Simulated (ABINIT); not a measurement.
Set up this calculation in ABINIT 10.8.3 (patched build), as the native input.

| Item | Value |
| --- | --- |
| Task | single point |
| Functional | PBE |
| Potentials or basis | JTH PAW PBE v2.0 |
| Cutoff | 626 eV |
| k mesh | 10 × 10 × 10 |
| Occupations | fermi-dirac, width 0.05 eV |
| Spin | no spin polarisation |
| Fine-grid cutoff | 1224.51 eV |
| Exchange and correlation inside the PAW spheres | full angular mesh (pawxcdev 0, this build's default; the released program takes 1) |

The structure of CdO (Monteponite) lies in POSCAR:

```
CdO
1.0
    0.0000000000      2.3495000000      2.3495000000
    2.3495000000      0.0000000000      2.3495000000
    2.3495000000      2.3495000000      0.0000000000
Cd O
1 1
Direct
    0.0000000000      0.0000000000      0.0000000000  Cd
    0.5000000000      0.5000000000      0.5000000000  O
```

These files were run (other wordings do the same):

run.abi

```
pp_dirpath "./"
pseudos "Cd.GGA_PBE-JTH.xml, O.GGA_PBE-JTH.xml"

structure "poscar:POSCAR"
natom 2

ecut 625.861884 eV
pawecutdg 45.0

kptopt 1
ngkpt 10 10 10
nshiftk 1
shiftk 0.0 0.0 0.0

ixc 11

nband 13
occopt 3
tsmear 0.05 eV

nstep 100
tolvrs 1.0e-9

iomode 3
prtwf 0
prtden 0
prteig 0
prtebands 0
```

Potentials or basis: JTH PAW PBE v2.0.

Run with:

```console
$ abinit run.abi > log 2>&1
```

Results of the run:

The pressure is 5.9 GPa and the band gap on the k mesh is none (metal or under the smearing width). The valence electrons inside the program's atomic spheres are Cd 10.42; O 4.48.

Caveat: this crystal is a semiconductor, whose small gap the functional closes, so the metal is an error of the method.

Wall time 22 s on 1 thread of Arm Neoverse V1 (shared host), peak memory 0.12 GiB.
